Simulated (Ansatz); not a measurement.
Phonon dispersion of ZnO

All numbers below come from DFT PBE, scalar-relativistic, plane waves, PAW in Ansatz 0.2.0. Plane waves to 420 eV; Γ-centred k mesh 6×6×8; fixed occupations. No spin polarisation. Phonons by linear response, acoustic sum rule imposed.

Relaxed structure:
```
Zn O
1.0
     5.60885    0.00000    0.00000
     0.00000    5.60885    0.00000
     0.00000    0.00000    3.27893
Zn O
4 4
Direct
  0.18167 0.18167 0.50000
  0.81833 0.81833 0.50000
  0.68167 0.31833 0.00000
  0.31833 0.68167 0.00000
  0.81844 0.18156 0.50000
  0.18156 0.81844 0.50000
  0.68156 0.68156 0.00000
  0.31844 0.31844 0.00000
```

It was relaxed at this level from a Materials Project cell. The q mesh is coarse, so values between its points are rough. The run warned that its linear response isn't converged on this k mesh, so dielectric tensors, Born charges and infrared intensities are rough, and the frequencies may be too.

Force constants from linear response on a 1×1×2 q mesh.

Path: Γ–X–M–Γ–Z–R–A–Z | X–R | M–A. Only the points of the 1×1×2 mesh were computed; the rest is interpolation, which is rough on so few points. On the mesh no mode is imaginary. Distance along the path (Å⁻¹), then the branches (cm⁻¹, negative for imaginary; the LO field is included):
```
0.000  0 0 0 53 82 82 128 153 157 204 208 262 276 335 410 411 434 436 436 461 461 481 522 550
0.140  17 24 35 59 81 85 126 151 153 201 211 267 273 334 408 412 429 435 438 463 464 479 523 549
0.280  33 46 62 77 78 91 122 145 145 190 220 266 278 330 404 415 420 432 443 467 470 475 526 547
0.420  47 64 70 74 100 111 116 137 138 171 232 256 293 321 402 411 418 428 451 468 472 474 531 542
0.560  60 60 75 75 108 108 132 132 145 145 244 244 308 308 405 405 423 423 459 459 474 474 536 536
0.700  62 62 72 72 107 107 130 130 149 149 241 241 311 311 403 403 424 424 458 458 473 473 538 538
0.840  69 69 69 69 104 104 126 126 158 158 234 234 317 317 399 399 428 428 454 454 470 470 542 542
0.980  69 69 77 77 98 98 122 122 171 171 224 224 322 322 395 395 433 433 449 449 469 469 544 544
1.120  70 70 82 82 95 95 120 120 177 177 218 218 324 324 393 393 437 437 446 446 469 469 545 545
1.318  62 68 72 82 93 106 124 124 151 183 218 235 314 327 395 399 428 437 444 456 469 470 541 546
1.516  45 47 67 82 89 105 117 136 137 193 216 256 292 331 399 411 418 437 441 467 469 471 532 547
1.714  24 24 54 57 82 84 125 149 150 202 211 270 270 334 406 413 426 436 438 464 466 478 524 549
1.912  0 0 0 53 82 82 128 153 157 204 208 262 276 335 410 411 434 436 436 461 461 481 522 550
2.032  14 14 40 57 90 90 133 152 157 204 204 264 274 336 336 408 439 439 461 461 462 482 550 559
2.272  43 43 77 114 128 128 146 158 166 201 201 263 276 343 343 397 450 450 466 466 473 494 544 559
2.511  73 73 98 137 143 143 163 174 191 209 209 248 298 353 353 377 440 440 491 493 493 512 537 558
2.751  101 101 114 127 127 127 174 188 214 224 224 236 324 352 362 362 432 432 509 512 512 522 538 551
2.941  114 114 116 116 120 120 180 180 227 227 228 228 338 338 364 364 431 431 513 513 518 518 544 544
3.080  110 110 117 117 119 119 174 174 228 228 230 230 337 337 366 366 432 432 510 510 523 523 542 542
3.220  103 103 114 114 121 121 165 165 230 230 233 233 335 335 370 370 434 434 508 508 527 527 539 539
3.361  98 98 111 111 125 125 159 159 232 232 234 234 335 335 372 372 435 435 507 507 530 530 536 536
3.501  98 98 111 111 124 124 158 158 231 231 236 236 334 334 372 372 435 435 506 506 530 530 537 537
3.641  99 99 107 107 120 120 155 155 228 228 242 242 333 333 375 375 436 436 504 504 526 526 542 542
3.781  100 100 103 103 114 114 151 151 227 227 247 247 331 331 378 378 436 436 500 500 525 525 547 547
3.921  98 98 100 100 112 112 148 148 227 227 249 249 330 330 380 380 437 437 498 498 524 524 549 549
4.090  98 98 100 101 112 112 148 148 227 227 249 249 330 330 380 380 437 437 497 498 524 524 549 549
4.288  103 105 106 107 113 114 155 155 226 227 243 246 332 333 376 376 435 436 500 506 521 529 544 545
4.486  110 110 112 114 115 118 167 168 226 227 234 238 335 336 369 369 433 434 504 513 517 530 540 543
4.684  114 114 115 115 120 120 179 180 226 227 228 229 338 338 364 364 431 431 511 515 516 521 544 544
4.783  60 60 75 75 108 108 132 132 145 145 244 244 308 308 405 405 423 423 459 459 474 474 536 536
5.022  80 80 87 87 125 125 134 134 149 149 239 239 311 311 400 400 430 430 465 465 483 483 536 536
5.262  94 94 103 103 120 120 160 160 181 181 232 232 319 319 390 390 432 432 485 485 499 499 536 536
5.501  100 100 108 108 119 119 164 164 215 215 235 235 329 329 378 378 434 434 502 502 518 518 538 538
5.741  98 98 111 111 125 125 158 158 232 232 234 234 335 335 372 372 435 435 507 507 531 531 535 535
5.861  72 72 88 88 103 103 118 118 178 178 216 216 325 325 393 393 439 439 448 448 469 469 545 545
6.100  81 81 108 108 112 112 142 142 186 186 211 211 326 326 392 392 443 443 465 465 479 479 545 545
6.340  92 92 99 99 118 118 153 153 208 208 229 229 328 328 387 387 438 438 484 484 504 504 547 547
6.579  97 97 99 99 113 113 148 148 225 225 247 247 330 330 382 382 437 437 496 496 522 522 549 549
```
